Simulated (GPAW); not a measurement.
Write an ASE script for GPAW 26.7.0 that does the following.

```
Task                : equation of state
Functional          : SCAN
Potentials or basis : GPAW PAW data sets (gpaw-data 1.2.1)
Cutoff              : 800 eV
Basis               : pw
k mesh              : 8 × 8 × 8
Occupations         : fermi-dirac, width 0.05 eV
Spin                : no spin polarisation
Maxiter             : 150
Eos scales          : [0.94, 0.96, 0.98, 1.0, 1.02, 1.04, 1.06]
```

BAs:

```
As B
1.0
     0.00000    2.38850    2.38850
     2.38850    0.00000    2.38850
     2.38850    2.38850    0.00000
As B
1 1
Direct
  0.75000 0.75000 0.75000
  0.00000 0.00000 0.00000
```

One way to write it, as run:

run.py

```python
from ase import Atoms
from ase.eos import EquationOfState
from ase.io import Trajectory
from ase.units import GPa
from gpaw import GPAW, PW

atoms = Atoms(['As', 'B'],
              cell=[[0.0, 2.3885, 2.3885],
                    [2.3885, 0.0, 2.3885],
                    [2.3885, 2.3885, 0.0]],
              scaled_positions=[[0.75, 0.75, 0.75],
                                [0.0, 0.0, 0.0]],
              pbc=True)

traj = Trajectory('eos.traj', 'w')
volumes, energies = [], []
for x in [0.94, 0.96, 0.98, 1.0, 1.02, 1.04, 1.06]:
    a = atoms.copy()
    a.set_cell(atoms.cell * x**(1 / 3), scale_atoms=True)
    calc = GPAW(mode=PW(800),
                xc='MGGA_X_SCAN+MGGA_C_SCAN',
                kpts={'size': (8, 8, 8), 'gamma': True},
                occupations={'name': 'fermi-dirac', 'width': 0.05},
                nbands=11,
                convergence={'density': 1e-05, 'energy': 1e-05},
                maxiter=150,
                txt=f'eos-{x:.2f}.txt')
    a.calc = calc
    energies.append(a.get_potential_energy(force_consistent=True))
    volumes.append(a.get_volume())
    p = -a.get_stress()[:3].mean() / GPa
    calc.write(f'eos-{x:.2f}.gpw')
    traj.write(a)
    print(f'{x:.2f} {volumes[-1]:10.4f} A^3 {energies[-1]:14.6f} eV {p:9.3f} GPa', flush=True)

v0, e0, B = EquationOfState(volumes, energies, eos='birchmurnaghan').fit()
print(f'V0 = {v0:.4f} A^3, E0 = {e0:.6f} eV, B0 = {B / GPa:.2f} GPa')
```

Potentials or basis: GPAW PAW data sets (gpaw-data 1.2.1), pw.

Run with:

```bash
$ OMP_NUM_THREADS=1 python run.py
```

Results of the run:

```
Equilibrium volume : 13.64 Å³/atom (rough: see the caveat)
Bulk modulus       : 146 GPa (rough)
```

Caveat: the points scatter about the fit; the PAW data sets were made with another functional, which shifts forces and pressure a little.

Run time: 4.6 min on 1 thread of Arm Neoverse V1, on a shared host, peak memory 0.52 GiB.
